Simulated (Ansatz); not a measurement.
Trial inputs on ZnAu

All trials start from this Ansatz input:

```yaml
crystal:
  lattice:
    - [3.15005251, 0.0, 0.0]
    - [0.0, 3.15005251, 0.0]
    - [0.0, 0.0, 3.15005251]
  atoms:
    - { symbol: Zn, position: [0.5, 0.5, 0.5] }
    - { symbol: Au, position: [0.0, 0.0, 0.0] }
basis:
  ecutwfc: 420
kpoints:
  mp_grid: { grid: [8, 8, 8] }
hamiltonian:
  xc: pbe
scf:
  occupations: { method: gaussian, width: 0.1 }
output:
  forces: true
  stress: true
  eigenvalues: true
```

Command:

```bash
ansatz run input.yaml --threads 1 --pin off --max-ram 1331MiB --backend cpu --events-out ev --progress --plain --runs-dir out
```

The run converges in 6 SCF iterations on 35 irreducible k-points: pressure 4.70 GPa, no gap.

These settings were drawn at random to show what each does; none of the numbers is a converged property of the crystal. Each trial's input is given as a difference from the reference's; energies are extrapolated to zero smearing where there is one, and pressure is positive in compression.

**Question.** Trial 1 (atoms moved):

```diff
 crystal:
   atoms:
-    - { symbol: Zn, position: [0.5, 0.5, 0.5] }
-    - { symbol: Au, position: [0.0, 0.0, 0.0] }
+    - { symbol: Zn, position: [0.4952534464, 0.5007384886, 0.4907031126] }
+    - { symbol: Au, position: [0.0147200704, 0.0001612131, -0.0076997901] }
 scf:
+  max_iter: 30
+  convergence: { dr2_threshold: "1e-9 eV" }
```

What does the program give?

**Answer.** The run converges in 7 SCF iterations on 260 irreducible k-points: energy 3.57 meV per atom above the reference, pressure 4.90 GPa, largest force 0.232 eV/Å, no gap. It warns that the SCF threshold is loose for the stress.

**Question.** Trial 2:

```diff
 kpoints:
-  mp_grid: { grid: [8, 8, 8] }
+  mp_grid: { grid: [4, 4, 4], shift: [0, 0, 0.5] }
 hamiltonian:
+  dispersion: d4
 scf:
+  convergence: { dr2_threshold: "1e-4 eV" }
```

What happens?

**Answer.** The run converges in 6 SCF iterations on 12 irreducible k-points: pressure -0.84 GPa, no gap. It warns that the SCF threshold is loose for the forces; that the SCF threshold is loose for the stress; that the mesh lowers the symmetry.

**Question.** Trial 3:

```diff
 kpoints:
-  mp_grid: { grid: [8, 8, 8] }
+  mp_grid: { grid: [2, 2, 2] }
 hamiltonian:
+  dispersion: d3bjatm
 output:
-  eigenvalues: true
+  eigenvalues: false
```

How does this run end?

**Answer.** The run converges in 7 SCF iterations on 4 irreducible k-points: pressure -0.40 GPa.

**Question.** Trial 4 (one atom moved):

```diff
 crystal:
   atoms:
-    - { symbol: Au, position: [0.0, 0.0, 0.0] }
+    - { symbol: Au, position: [0.0, 0.0158727513, 0.0] }
 basis:
-  ecutwfc: 420
+  ecutwfc: 440
+  precision: f64
 kpoints:
-  mp_grid: { grid: [8, 8, 8] }
+  mp_grid: { kspacing: 0.76 }
 scf:
+  max_iter: 60
```

How does this run end?

**Answer.** The run converges in 6 SCF iterations on 6 irreducible k-points: energy 128 meV per atom above the reference, pressure 2.38 GPa, largest force 0.203 eV/Å, no gap.

**Question.** Trial 5:

```diff
 scf:
-  occupations: { method: gaussian, width: 0.1 }
+  occupations: { method: fermi_dirac }
```

How does this run end?

**Answer.** The run converges in 6 SCF iterations on 35 irreducible k-points: energy 0.80 meV per atom above the reference, pressure 4.59 GPa, no gap.

**Question.** Trial 6:

```diff
 crystal:
+  symmetry: { tolerance: 0.001 }
 kpoints:
-  mp_grid: { grid: [8, 8, 8] }
+  mp_grid: { grid: [2, 2, 2] }
 hamiltonian:
-  xc: pbe
+  xc: lda
```

What happens?

**Answer.** The run converges in 7 SCF iterations on 4 irreducible k-points: pressure -7.82 GPa, no gap.

**Question.** Trial 7:

```diff
 kpoints:
-  mp_grid: { grid: [8, 8, 8] }
+  mp_grid: { grid: [6, 6, 6] }
 scf:
-  occupations: { method: gaussian, width: 0.1 }
+  occupations: { method: cold, width: 0.0037 }
 output:
+  dos: {}
```

What does the program give?

**Answer.** The run converges in 6 SCF iterations on 20 irreducible k-points: energy 29.6 meV per atom above the reference, pressure 4.91 GPa, no gap.

**Question.** Trial 8 (volume scaled):

```diff
 crystal:
   lattice:
-    - [3.15005251, 0.0, 0.0]
-    - [0.0, 3.15005251, 0.0]
-    - [0.0, 0.0, 3.15005251]
+    - [2.867091646, 0.0, 0.0]
+    - [0.0, 2.867091646, 0.0]
+    - [0.0, 0.0, 2.867091646]
   atoms:
-    - { symbol: Zn, position: [0.5, 0.5, 0.5] }
+    - { symbol: Zn, position: [0.5, 0.5, 0.5], spin: 2.0 }
 kpoints:
-  mp_grid: { grid: [8, 8, 8] }
+  mp_grid: { grid: [2, 6, 9] }
 scf:
-  occupations: { method: gaussian, width: 0.1 }
+  occupations: { method: methfessel_paxton }
+  lower_state_search: "off"
+  n_extra_bands: 12
 output:
+  populations: true
+magnetization:
+  spin_polarized: true
+  magnetic_field: 100
+accuracy: low
```

What does the program give?

**Answer.** The run converges in 16 SCF iterations on 40 irreducible k-points: pressure 89.96 GPa, no gap, cell moment 0.00 μB (in the typed magnetic field). It warns that the starting moments were lost; that the state wasn't tested for a lower one; that the mesh lowers the symmetry.

**Question.** Trial 9:

```diff
 basis:
-  ecutwfc: 420
+  ecutwfc: 260
+  ecutrho_ratio: 3
 kpoints:
-  mp_grid: { grid: [8, 8, 8] }
+  mp_grid: { grid: [2, 2, 2], shift: [0, 0, 0.5] }
 scf:
-  occupations: { method: gaussian, width: 0.1 }
+  occupations: { method: methfessel_paxton, width: 0.038 }
 output:
-  stress: true
+  stress: false
```

How does this run end?

**Answer.** The run converges in 8 SCF iterations on 3 irreducible k-points: energy 1.03 eV per atom above the reference, no gap. It warns that the cutoff lies under the recommended one, 420 eV for these potentials; that the mesh lowers the symmetry.

**Question.** Trial 10 (one atom moved):

```diff
 crystal:
   atoms:
-    - { symbol: Zn, position: [0.5, 0.5, 0.5] }
+    - { symbol: Zn, position: [0.5158727513, 0.5, 0.5] }
 basis:
-  ecutwfc: 420
+  ecutwfc: 330
+  xc_grid: 3
 kpoints:
-  mp_grid: { grid: [8, 8, 8] }
+  mp_grid: { grid: [2, 2, 2] }
 hamiltonian:
+  hubbard: { sites: [{ species: Zn, l: d, u: 4.8, j: 0.74 }] }
 scf:
-  occupations: { method: gaussian, width: 0.1 }
+  occupations: { method: methfessel_paxton, width: 0.0065 }
+  max_iter: 30
+  convergence: { dr2_threshold: "1e-8 eV" }
+relax:
+  adjacent_minimum: "off"
+  f_tol: 0.09
+  max_steps: 30
```

What happens?

**Answer.** It warns that the cutoff lies under the recommended one, 420 eV for these potentials; that the SCF threshold is loose for the stress. The run stops unconverged after 30 SCF iterations:

```text
Error: did not converge after 30 iterations: dr2 = 1.19e-2 (threshold 1.00e-8), under the density mixer `msr1`, which `scf.mixing.algorithm: auto` chose by the deck's other keys (type `scf.mixing.algorithm: msr1` to keep it); raise `scf.max_iter`, which need not help a stalled SCF …
```

Next try, with these keys changed back:

```diff
 crystal:
   atoms:
-    - { symbol: Zn, position: [0.5158727513, 0.5, 0.5] }
+    - { symbol: Zn, position: [0.5, 0.5, 0.5] }
```

The relaxation ends after 1 step and 10 SCF iterations, 0.00 meV per atom in free energy under its start, at 15.63 Å³/atom: pressure 4.50 GPa, no gap. It warns that the cutoff lies under the recommended one, 420 eV for these potentials; that the count of filled bands differs between k-points; that the SCF threshold is loose for the stress. Under a U the state reached may not be the lowest.